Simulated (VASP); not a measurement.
# TaN (Fm-3m) in VASP: a series of runs

The runs below take TaN through single point, with PBE.

All numbers are computed with VASP 6.6.1; they aren't measurements. Logs are shortened: lines on timing, memory, paths and dates and some standing lists are left out, and cuts for length are marked.

**1. The structure**

Symmetry: Fm-3m, No. 225, cubic system. Conventional cell: a = 4.423 Å, b = 4.423 Å, c = 4.423 Å, α = 90.00°, β = 90.00°, γ = 90.00°. Ta (site symmetry m-3m) is surrounded by 6 N at 2.21 Å. N (site symmetry m-3m) is surrounded by 6 Ta at 2.21 Å.

The cell comes from a database or a generator and needn't be the stable form of this composition.

**2. Single point, PBE**

File INCAR:

```
SYSTEM = TaN
  PREC = Accurate
  ENCUT = 460
  EDIFF = 1E-7
  ISMEAR = 0
  SIGMA = 0.2
  LREAL = .FALSE.
  LASPH = .TRUE.
  NELM = 100
  ALGO = Normal
  ISIF = 2
  LWAVE = .FALSE.
  LCHARG = .FALSE.
  GGA = PE
  ADDGRID = .FALSE.
```

File KPOINTS:

```
Automatic mesh
0
G
  8 8 8
  0 0 0
```

File POSCAR:

```
TaN
1.0
    0.0000000000      2.2113230000      2.2113230000
    2.2113230000      0.0000000000      2.2113230000
    2.2113230000      2.2113230000      0.0000000000
Ta N
1 1
Direct
    0.5000000000      0.5000000000      0.5000000000
    0.0000000000      0.0000000000      0.0000000000
```

Potentials or basis: VASP PAW PBE potentials, release 64 (Ta_pv, N).

Run with:

```console
> cat potpaw_PBE.64/Ta_pv/POTCAR potpaw_PBE.64/N/POTCAR > POTCAR
> mpirun -np 1 vasp_std > vasp.out
```

OUTCAR:

```text
SYSTEM = TaN
   PREC = Accurate
   ENCUT = 460
   EDIFF = 1E-7
   ISMEAR = 0
   LREAL = .FALSE.
   LASPH = .TRUE.
   NELM = 100
   ISIF = 2
   GGA = PE

 Found     29 irreducible k-points:

 Following reciprocal coordinates:
            Coordinates               Weight
  0.000000  0.000000  0.000000      1.000000
  0.125000  0.000000  0.000000      8.000000
  0.250000  0.000000  0.000000      8.000000
  0.375000  0.000000  0.000000      8.000000
  0.500000  0.000000  0.000000      4.000000
  0.125000  0.125000  0.000000      6.000000
   k-points           NKPTS =     29   k-points in BZ     NKDIM =     29   number of bands    NBANDS=     12
   number of dos      NEDOS =    301   number of ions     NIONS =      2
   total plane-waves  NPLWV =  13824
   dimension x,y,z NGX =    24 NGY =   24 NGZ =   24
   dimension x,y,z NGXF=    48 NGYF=   48 NGZF=   48
   ions per type =               1   1
   NGX,Y,Z   is equivalent  to a cutoff of  12.76, 12.76, 12.76 a.u.
   NGXF,Y,Z  is equivalent  to a cutoff of  25.52, 25.52, 25.52 a.u.
 SYSTEM =  TaN
   PREC   = accura    normal or accurate (medium, high low for compatibility)
   ISTART =      0    job   : 0-new  1-cont  2-samecut
   ICHARG =      2    charge: 1-file 2-atom 10-const
   ISPIN  =      1    spin polarized calculation?
   LNONCOLLINEAR =      F non collinear calculations
   LSORBIT =      F    spin-orbit coupling
   LASPH  =      T    aspherical Exc in radial PAW
   ENCUT  =  460.0 eV  33.81 Ry    5.81 a.u.   5.47  5.47  5.47*2*pi/ulx,y,z
   NELM   =    100;   NELMIN=  2; NELMDL= -5     # of ELM steps
   EDIFF  = 0.1E-06   stopping-criterion for ELM
   LREAL  =      F    real-space projection
   EDIFFG = 0.1E-05   stopping-criterion for IOM
   NSW    =      0    number of steps for IOM
   IBRION =     -1    ionic relax: 0-MD 1-quasi-New 2-CG
   NFREE  =      0    steps in history (QN), initial steepest desc. (CG)
   ISIF   =      2    stress and relaxation
   ISYM   =      2    0-nonsym 1-usesym 2-fastsym
   POTIM  = 0.5000    time-step for ionic-motion
   TEBEG  =    0.0;   TEEND  =   0.0 temperature during run
   PSTRESS=    0.0 pullay stress
   NELECT =      16.0000    total number of electrons
   NUPDOWN=      -1.0000    fix difference up-down
   EMIN   =  10.00;   EMAX   =-10.00  energy-range for DOS
   EFERMI =   0.00;   METHOD = LEGACY
   ISMEAR =     0;   SIGMA  =   0.20  broadening in eV -4-tet -1-fermi 0-gaus
   EFERMI_NEDOS =   21; number of points for ismear=-14 and -15
   IALGO  =     38    algorithm
   IMIX   =      4    mixing-type and parameters
     AMIX     =   0.40;   BMIX     =  1.00
     AMIX_MAG =   1.60;   BMIX_MAG =  1.00
  volume/ion in A,a.u.               =      10.81        72.97
  Fermi-wavevector in a.u.,A,eV,Ry     =   1.480651  2.798024 29.828417  2.192327
  Thomas-Fermi vector in A             =   2.594659
   LORBIT       =      0    0 simple, 1 ext, 2 COOP (PROOUT), +10 PAW based schemes
   GGA     = PE    functional components
   LHFCALC =     F    Hartree Fock is set to
   AEXX    =    0.0000 exact exchange contribution
   IVDW    =     0    specifies the selected vdW correction
   LEPSILON=     F    determine dielectric tensor
   LRPA    =     F    only Hartree local field effects (RPA)
 non-spin polarized calculation
 Gauss-broadening in eV      SIGMA  =   0.20
  energy-cutoff  :      460.00
  volume of cell :       21.63
 maximum number of plane-waves:       531
 NGX is ok and might be reduce to    24
   NGX = 11   NGY = 11   NGZ = 11

 number of electron      16.0000003 magnetization

 Free energy of the ion-electron system (eV)
  ---------------------------------------------------
  ext. energy  EPLUGINS =         0.00000000
  ---------------------------------------------------
  free energy    TOTEN  =       -21.81328790 eV

  energy without entropy =      -21.79200222  energy(sigma->0) =      -21.80264506

 E-fermi :   9.4134     XC(G=0): -13.3426

 val. band max:        9.3436005175   @ k =  -0.2500   0.3750   0.1250
 cond. band min:       9.4218236528   @ k =   0.0000   0.0000   0.0000
 fundamental gap:      0.0782231353
 Fermi energy:         9.4133549173

 k-point     1 :       0.0000    0.0000    0.0000
  band No.  band energies     occupation
      1     -26.4423      2.00000
      2     -26.4423      2.00000
      3     -26.4423      2.00000
      4      -9.3692      2.00000
      5       5.5760      2.00000
      6       5.5760      2.00000
      7       5.5760      2.00000
      8       7.3002      2.00000
      9       7.3002      2.00000
     10       7.3002      2.00000
     11       9.4218      0.95225
     12       9.4218      0.95224

 k-point     2 :       0.1250    0.0000    0.0000
  band No.  band energies     occupation
      1     -26.5673      2.00000
      2     -26.4539      2.00000
      3     -26.4539      2.00000
      4      -9.0116      2.00000
      5       4.0455      2.00000
      6       4.5570      2.00000
      7       4.5570      2.00000
      8       7.8140      2.00000
      9       7.8140      2.00000
     10       7.8410      2.00000
     11      10.7348      0.00000
     12      10.7348      0.00000

 k-point     3 :       0.2500    0.0000    0.0000
  band No.  band energies     occupation
      1     -26.8568      2.00000
      2     -26.4817      2.00000
      3     -26.4817      2.00000
      4      -8.0872      2.00000
      5       1.7776      2.00000
      6       3.1619      2.00000
      7       3.1619      2.00000
      8       8.5963      2.00000
      9       8.9779      1.99792
     10       8.9779      1.99792
     11      13.1855      0.00000
     12      13.1855      0.00000

 k-point     4 :       0.3750    0.0000    0.0000
  band No.  band energies     occupation
      1     -27.1313      2.00000
      2     -26.5093      2.00000
      3     -26.5093      2.00000
      4      -7.0001      2.00000
      5      -0.0853      2.00000
      6       2.2241      2.00000
      7       2.2241      2.00000
      8       9.9335      0.00024
      9      10.4359      0.00000
     10      10.4359      0.00000
     11      14.1628      0.00000
     12      15.5360      0.00000

 k-point     5 :       0.5000    0.0000    0.0000
  band No.  band energies     occupation
      1     -27.2410      2.00000
      2     -26.5207      2.00000
      3     -26.5207      2.00000
      4      -6.4478      2.00000
      5      -0.8806      2.00000
      6       1.9006      2.00000
      7       1.9006      2.00000
      8      11.2117      0.00000
      9      11.2117      0.00000
     10      11.3011      0.00000
     11      13.1249      0.00000
     12      16.7179      0.00000

 k-point     6 :       0.1250    0.1250    0.0000
  band No.  band energies     occupation
      1     -26.5594      2.00000
      2     -26.4817      2.00000
      3     -26.4817      2.00000
      4      -8.9224      2.00000
      5       3.2260      2.00000
      6       4.9180      2.00000
      7       4.9180      2.00000
      8       6.6204      2.00000
      9       8.7143      2.00000
     10       8.7143      2.00000
     11       9.6717      0.06776
     12      10.5690      0.00000

 [... further k-points ...]

------------------------ aborting loop because EDIFF is reached ----------------------------------------

  FORCE on cell =-STRESS in cart. coord.  units (eV):
  Direction    XX          YY          ZZ          XY          YZ          ZX
  --------------------------------------------------------------------------------------
  -------------------------------------------------------------------------------------
  Total       -0.0937570     -0.0937570     -0.0937570      0.0000000     -0.0000000      0.0000000
  in kB       -6.9458855     -6.9458855     -6.9458855      0.0000000     -0.0000000      0.0000000
  external PRESSURE =      -6.9458855 kB  Pullay stress =       0.0000000 kB

 VOLUME and BASIS-vectors are now :
 -----------------------------------------------------------------------------
  energy-cutoff  :      460.00
  volume of cell :       21.63
      direct lattice vectors                 reciprocal lattice vectors
     0.000000000  2.211323000  2.211323000    -0.226108985  0.226108985  0.226108985
     2.211323000  0.000000000  2.211323000     0.226108985 -0.226108985  0.226108985
     2.211323000  2.211323000  0.000000000     0.226108985  0.226108985 -0.226108985

 POSITION                                       TOTAL-FORCE (eV/Angst)
 -----------------------------------------------------------------------------------
      2.21132      2.21132      2.21132         0.000000     -0.000000      0.000000
      0.00000      0.00000      0.00000        -0.000000      0.000000      0.000000
 -----------------------------------------------------------------------------------
    total drift:                                0.000000     -0.000000     -0.000000

  FREE ENERGIE OF THE ION-ELECTRON SYSTEM (eV)
  ---------------------------------------------------
  free  energy   TOTEN  =       -21.8132878993 eV

  energy  without entropy=      -21.7920022205  energy(sigma->0) =      -21.80264506
```

OSZICAR:

```text
N       E                     dE             d eps       ncg     rms          rms(c)
DAV:   1     0.812285680598E+02    0.81229E+02   -0.86304E+03   704   0.129E+03
DAV:   2    -0.211312338160E+02   -0.10236E+03   -0.96926E+02   808   0.312E+02
DAV:   3    -0.247755993036E+02   -0.36444E+01   -0.35582E+01   860   0.531E+01
DAV:   4    -0.248324769414E+02   -0.56878E-01   -0.56690E-01   780   0.594E+00
DAV:   5    -0.248330442436E+02   -0.56730E-03   -0.56702E-03   848   0.505E-01    0.234E+01
DAV:   6    -0.219435844794E+02    0.28895E+01   -0.12773E+01   800   0.325E+01    0.992E+00
DAV:   7    -0.218452541624E+02    0.98330E-01   -0.47114E-01   780   0.641E+00    0.664E+00
DAV:   8    -0.218181766497E+02    0.27078E-01   -0.14231E-01   828   0.360E+00    0.107E+00
DAV:   9    -0.218131911344E+02    0.49855E-02   -0.21093E-02   780   0.115E+00    0.250E-01
DAV:  10    -0.218131578212E+02    0.33313E-04   -0.13935E-03   792   0.409E-01    0.101E-01
DAV:  11    -0.218130820394E+02    0.75782E-04   -0.21258E-04   804   0.124E-01    0.158E-02
DAV:  12    -0.218132451268E+02   -0.16309E-03   -0.91195E-06   756   0.293E-02    0.705E-03
DAV:  13    -0.218132878711E+02   -0.42744E-04   -0.39556E-04   608   0.592E-03    0.605E-03
DAV:  14    -0.218132882684E+02   -0.39732E-06   -0.56603E-06   384   0.279E-03    0.517E-03
DAV:  15    -0.218132879323E+02    0.33616E-06   -0.69841E-07   792   0.815E-03    0.271E-03
DAV:  16    -0.218132878993E+02    0.32979E-07   -0.70414E-08   372   0.305E-03
   1 F= -.21813288E+02 E0= -.21802645E+02  d E =-.212857E-01
```

stdout:

```text
POSCAR found type information on POSCAR TaN
 POSCAR found :  2 types and       2 ions
 scaLAPACK will be used
 LDA part: xc-table for (Slater+PW92), standard interpolation
 POSCAR, INCAR and KPOINTS ok, starting setup
 FFT: planning ... GRIDC
[... 16 lines left out ...]
|     the parameter NBANDS in file INCAR to ensure that the highest band      |
|     is unoccupied at all k-points. It is always recommended to include      |
|     a few unoccupied bands to accelerate the convergence of                 |
|     molecular-dynamics runs (even for insulators or semiconductors),        |
|     since the presence of unoccupied bands improves wavefunction            |
|     prediction and helps to suppress 'band-crossings'.                      |
|                                                                             |
 -----------------------------------------------------------------------------
```

It took 5.7 s on 1 thread of Intel Xeon Platinum 8488C (Sapphire Rapids), shared host; peak memory 0.14 GiB.

These settings aren't checked as converged: the numbers below hold their error.

Results:

```
Free energy            : -21.8133 eV
Pressure               : -0.7 GPa
Band gap on the k mesh : none (metal or under the smearing width)
```

Caveat: the cutoff is under 1.25 times the usual one of these potentials, so pressure, stress and relaxed cells hold a basis-set (Pulay) error.

**3. Single point, PBE**

Changes to INCAR since step 2:

```diff
@@ -5,3 +5,3 @@
   ISMEAR = 0
-  SIGMA = 0.2
+  SIGMA = 0.1
   LREAL = .FALSE.
```

KPOINTS is that of step 2.

POSCAR is that of step 2.

Potentials or basis: VASP PAW PBE potentials, release 64 (Ta_pv, N).

Run with:

```console
> cat potpaw_PBE.64/Ta_pv/POTCAR potpaw_PBE.64/N/POTCAR > POTCAR
> mpirun -np 1 vasp_std > vasp.out
```

OUTCAR:

```text
SYSTEM = TaN
   PREC = Accurate
   ENCUT = 460
   EDIFF = 1E-7
   ISMEAR = 0
   LREAL = .FALSE.
   LASPH = .TRUE.
   NELM = 100
   ISIF = 2
   GGA = PE

 Found     29 irreducible k-points:

 Following reciprocal coordinates:
            Coordinates               Weight
  0.000000  0.000000  0.000000      1.000000
  0.125000  0.000000  0.000000      8.000000
  0.250000  0.000000  0.000000      8.000000
  0.375000  0.000000  0.000000      8.000000
  0.500000  0.000000  0.000000      4.000000
  0.125000  0.125000  0.000000      6.000000
   k-points           NKPTS =     29   k-points in BZ     NKDIM =     29   number of bands    NBANDS=     12
[... 170 lines left out ...]
  --------------------------------------------------------------------------------------
  -------------------------------------------------------------------------------------
  Total       -0.1104430     -0.1104430     -0.1104430     -0.0000000      0.0000000      0.0000000
  in kB       -8.1820514     -8.1820514     -8.1820514     -0.0000000      0.0000000      0.0000000
  external PRESSURE =      -8.1820514 kB  Pullay stress =       0.0000000 kB

 VOLUME and BASIS-vectors are now :
 -----------------------------------------------------------------------------
  energy-cutoff  :      460.00
  volume of cell :       21.63
      direct lattice vectors                 reciprocal lattice vectors
     0.000000000  2.211323000  2.211323000    -0.226108985  0.226108985  0.226108985
     2.211323000  0.000000000  2.211323000     0.226108985 -0.226108985  0.226108985
     2.211323000  2.211323000  0.000000000     0.226108985  0.226108985 -0.226108985

 POSITION                                       TOTAL-FORCE (eV/Angst)
 -----------------------------------------------------------------------------------
      2.21132      2.21132      2.21132        -0.000000     -0.000000      0.000000
      0.00000      0.00000      0.00000         0.000000      0.000000     -0.000000
 -----------------------------------------------------------------------------------
    total drift:                                0.000000     -0.000000     -0.000000

  FREE ENERGIE OF THE ION-ELECTRON SYSTEM (eV)
  ---------------------------------------------------
  free  energy   TOTEN  =       -21.8062337783 eV

  energy  without entropy=      -21.8028219876  energy(sigma->0) =      -21.80452788
```

stdout:

```text
POSCAR found type information on POSCAR TaN
 POSCAR found :  2 types and       2 ions
 scaLAPACK will be used
 LDA part: xc-table for (Slater+PW92), standard interpolation
 POSCAR, INCAR and KPOINTS ok, starting setup
 FFT: planning ... GRIDC
[... 16 lines left out ...]
|     the parameter NBANDS in file INCAR to ensure that the highest band      |
|     is unoccupied at all k-points. It is always recommended to include      |
|     a few unoccupied bands to accelerate the convergence of                 |
|     molecular-dynamics runs (even for insulators or semiconductors),        |
|     since the presence of unoccupied bands improves wavefunction            |
|     prediction and helps to suppress 'band-crossings'.                      |
|                                                                             |
 -----------------------------------------------------------------------------
```

Wall time 6 s (1 thread of Intel Xeon Platinum 8488C (Sapphire Rapids), shared host); peak memory 0.14 GiB.

The run converged, but some of its settings lie outside the range that counts as converged, so its numbers aren't taken as properties of the crystal.

Results:

* Free energy: -21.8062 eV
* Pressure: -0.8 GPa
* Band gap on the k mesh: none (metal or under the smearing width)

Caveat: the cutoff is under 1.25 times the usual one of these potentials, so pressure, stress and relaxed cells hold a basis-set (Pulay) error.

**4. Single point, PBE**

Changes to INCAR since step 3:

```diff
@@ -5,3 +5,3 @@
   ISMEAR = 0
-  SIGMA = 0.1
+  SIGMA = 0.01
   LREAL = .FALSE.
```

KPOINTS is that of step 3.

POSCAR is that of step 3.

Run with:

```console
> cat potpaw_PBE.64/Ta_pv/POTCAR potpaw_PBE.64/N/POTCAR > POTCAR
> mpirun -np 1 vasp_std > vasp.out
```

Wall time 5.9 s (1 thread of Intel Xeon Platinum 8488C (Sapphire Rapids), shared host); peak memory 0.14 GiB.

These settings aren't checked as converged: the numbers below hold their error.

What came out:

| Property | Result |
| --- | --- |
| Free energy | -21.8043 eV |
| Pressure | -0.8 GPa |
| Band gap on the k mesh | none (metal or under the smearing width) |

Caveat: the cutoff is under 1.25 times the usual one of these potentials, so pressure, stress and relaxed cells hold a basis-set (Pulay) error.

**5. Single point, PBE**

Changes to INCAR since step 4:

```diff
@@ -1,3 +1,3 @@
 SYSTEM = TaN
-  PREC = Accurate
+  PREC = Low
   ENCUT = 460
@@ -5,3 +5,3 @@
   ISMEAR = 0
-  SIGMA = 0.01
+  SIGMA = 0.05
   LREAL = .FALSE.
```

KPOINTS is that of step 4.

POSCAR is that of step 4.

Run with:

```console
> cat potpaw_PBE.64/Ta_pv/POTCAR potpaw_PBE.64/N/POTCAR > POTCAR
> mpirun -np 1 vasp_std > vasp.out
```

Run time: 3.1 s. Hardware: 1 thread of Intel Xeon Platinum 8488C (Sapphire Rapids), shared host; peak memory 0.11 GiB.

These settings aren't checked as converged: the numbers below hold their error.

Results:

```
Free energy            : -21.8070 eV
Pressure               : -0.7 GPa
Band gap on the k mesh : none (metal or under the smearing width)
```

Caveat: the cutoff is under 1.25 times the usual one of these potentials, so pressure, stress and relaxed cells hold a basis-set (Pulay) error.

**6. Single point, PBE**

Changes to INCAR since step 5:

```diff
@@ -1,3 +1,3 @@
 SYSTEM = TaN
-  PREC = Low
+  PREC = Normal
   ENCUT = 460
```

KPOINTS is that of step 5.

POSCAR is that of step 5.

Potentials or basis: VASP PAW PBE potentials, release 64 (Ta_pv, N).

Run with:

```console
> cat potpaw_PBE.64/Ta_pv/POTCAR potpaw_PBE.64/N/POTCAR > POTCAR
> mpirun -np 1 vasp_std > vasp.out
```

It took 3.2 s on 1 thread of Intel Xeon Platinum 8488C (Sapphire Rapids), shared host; peak memory 0.11 GiB.

The run converged, but some of its settings lie outside the range that counts as converged, so its numbers aren't taken as properties of the crystal.

What came out:

* Free energy: -21.8064 eV
* Pressure: -0.8 GPa
* Band gap on the k mesh: none (metal or under the smearing width)

Caveat: the cutoff is under 1.25 times the usual one of these potentials, so pressure, stress and relaxed cells hold a basis-set (Pulay) error.
